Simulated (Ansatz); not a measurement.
Bi: distorted cells

These are results of DFT PBE, scalar-relativistic, plane waves, PAW (Ansatz 0.2.0), not measurements.

Settings: cutoff 420 eV, Γ-centred mesh 16×16×16 on the computed 1-atom cell, Gaussian smearing of 0.10 eV; no spin polarisation.

Reference cell:

```
Bi
1.0
    -1.98143    1.98143    1.98143
     1.98143   -1.98143    1.98143
     1.98143    1.98143   -1.98143
Bi
1
Direct
  0.00000 0.00000 0.00000
```

Each variant moves atoms of this cell by the vectors given, if any (Å), and then applies a symmetric strain (tensor components, Cartesian axes). The reference cell isn't relaxed at this level. Energies are per atom at zero smearing, counted from the lowest variant. Pressure is positive in compression.

1. strain (xx yy zz yz xz xy, %) 2.70 2.70 2.70 0.00 0.00 0.00
2. strain (xx yy zz yz xz xy, %) 3.04 3.04 3.04 0.00 0.00 0.00
3. strain (xx yy zz yz xz xy, %) -2.09 -2.09 -2.09 0.00 0.00 0.00
4. strain (xx yy zz yz xz xy, %) 3.41 3.41 3.41 0.00 0.00 0.00
5. strain (xx yy zz yz xz xy, %) -2.87 -2.87 -2.87 0.00 0.00 0.00
6. strain (xx yy zz yz xz xy, %) 1.73 1.73 1.73 0.00 0.00 0.00

```tsv
result	ΔE (meV/atom)	P (GPa)
A	26.2	4.79
B	0.0	-1.65
C	50.5	6.64
D	26.9	-3.57
E	13.1	-2.81
F	19.3	-3.18
```

**Question.** Which variant gave which result?

**Answer.** A is 3, B is 6, C is 5, D is 4, E is 1, F is 2. The pressure falls as the cell grows: from the smallest volume to the largest the variants are 5, 3, 6, 1, 2, 4.

Spin–orbit coupling is left out, which can shift energies with elements as heavy as these.

This bcc form isn't the element's structure at ambient conditions.